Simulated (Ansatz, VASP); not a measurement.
One calculation of MgO, two programs

The input INCAR:

```
PREC = Accurate ; ENCUT = 520
EDIFF = 1E-6 ; ISMEAR = 0
SIGMA = 0.05 ; LREAL = F
LASPH = T ; NELM = 80
ALGO = Normal ; ISIF = 2
LWAVE = F ; LCHARG = T
GGA = PS ; LELF = T
LVHAR = T ; NBANDS = 11
```

Contents of KPOINTS:

```
regular mesh
0
Gamma
  9 9 8
```

File POSCAR:

```
MgO
1.0
    2.9380209034      0.0000000000      0.0000000000
   -1.4690104517      2.5444007392      0.0000000000
    0.0000000000      0.0000000000      2.6796800000
Mg O
1 1
Direct
    0.0000000000      0.0000000000      0.0000000000
    0.3333333333      0.6666666667      0.4160347504
```

Input for Ansatz:

```yaml
crystal:
  lattice:
    - [2.9380209034, 0.0, 0.0]
    - [-1.4690104517, 2.5444007392, 0.0]
    - [0.0, 0.0, 2.67968]
  atoms:
    - { symbol: Mg, position: [0.0, 0.0, 0.0] }
    - { symbol: O, position: [0.3333333333, 0.6666666667, 0.4160347504] }
basis:
  ecutwfc: 420
kpoints:
  mp_grid: { grid: [9, 9, 8] }
hamiltonian:
  xc: pbesol
scf:
  occupations: { method: gaussian, width: 0.05 }
output:
  forces: true
  stress: true
  eigenvalues: true
```

Change from the starting cell: all O atoms moved +0.225 Å, as atom 2 towards its neighbour atom 2 (O) at 2.680 Å.

Alike in both runs: task single point; functional PBEsol; k mesh 9 × 9 × 8; occupations gaussian, width 0.05 eV; no spin polarisation.

|  | VASP | Ansatz |
| --- | --- | --- |
| version | VASP 6.6.1 | Ansatz 0.2.0 |
| potentials or method | VASP PAW PBE potentials, release 64 (Mg, O) | scalar-relativistic, plane waves, PAW |
| plane-wave cutoff (eV) | 520 | 420 |
| valence electrons in the cell | 8 | 16 |

```tsv
	VASP	Ansatz	Ansatz less VASP
gap on the k mesh at the Fermi level (eV)	2.86	2.86	+0.002
least direct gap on the mesh (eV)	3.33	3.33	0.000
pressure (GPa)	0.1	0.4	+0.37
largest component of the traceless stress (GPa)	0.50	0.61	+0.105
rms of the force components (eV/Å)	0.457	0.450	-0.0071
```

Atom by atom the forces differ by 0.007 eV/Å (rms over components). The functional is the same, so the differences come from potentials, cutoffs and numerics. The two sets of potentials don't hold the same shells in valence.

Caveats: the PAW data sets were made with another functional, which shifts forces and pressure a little (VASP); an odd mesh through Γ misses points on the zone boundary, where band edges often lie.
